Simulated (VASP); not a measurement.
Write the native input for VASP 6.6.1 that does the following.

- Task: relaxation of shape and atoms at fixed volume
- Functional: PBE
- Potentials or basis: VASP PAW PBE potentials, release 64 (Ti)
- Cutoff: 300 eV
- k mesh: 8 × 8 × 4
- Occupations: methfessel-paxton, width 0.1 eV
- Spin: no spin polarisation
- Further INCAR settings: ALGO = Normal; EDIFF = 1e-07; IBRION = 2; EDIFFG = -0.01; NSW = 40; ISIF = 4

The structure of Ti lies in POSCAR:

```
Ti                                      
1.0
    2.9839023016      0.0000000000      0.0000000000
   -1.4919511508      2.5841351957      0.0000000000
    0.0000000000      0.0000000000      4.6969439200
  Ti            
     2
Direct
     0.3333333332999970    0.6666666667000030    0.2500000000000000
     0.6666666667000030    0.3333333332999970    0.7500000000000000
```

The cell isn't the ideal one: a relaxed cell with its volume scaled by 1.06.

The input as run:

INCAR

```
SYSTEM = Ti
ALGO     = Normal         ! electronic algorithm
EDIFF    = 1E-7           ! SCF threshold, eV
EDIFFG   = -0.01          ! ionic threshold
ENCUT    = 300            ! plane-wave cutoff, eV
GGA      = PE             ! functional
IBRION   = 2              ! ionic algorithm
ISIF     = 4              ! what is computed and relaxed
ISMEAR   = 1              ! smearing method
LASPH    = .TRUE.         ! aspherical terms in the spheres
LCHARG   = .FALSE.        ! write CHGCAR
LREAL    = .FALSE.        ! projectors in reciprocal space
LWAVE    = .FALSE.        ! write WAVECAR
NELM     = 80             ! most SCF steps
NSW      = 40             ! ionic steps
PREC     = Accurate       ! precision mode
SIGMA    = 0.1            ! smearing width, eV
```

KPOINTS

```
k-points
0
G
  8 8 4
  0 0 0
```

Potentials or basis: VASP PAW PBE potentials, release 64 (Ti).

The run is started by

```sh
$ cat potpaw_PBE.64/Ti/POTCAR > POTCAR
$ mpirun -np 1 vasp_std > vasp.out
```

It gave:

```yaml
Pressure_after_relaxing: -6.1 GPa
Band_gap_on_the_k_mesh: none (metal or under the smearing width)
```

Caveat: the relaxation stopped at its first step, so nothing moved.

Wall time 3.2 s on 1 thread of Intel(R) Xeon(R) 6975P-C (Granite Rapids), with other jobs on the host, peak memory 0.12 GiB.
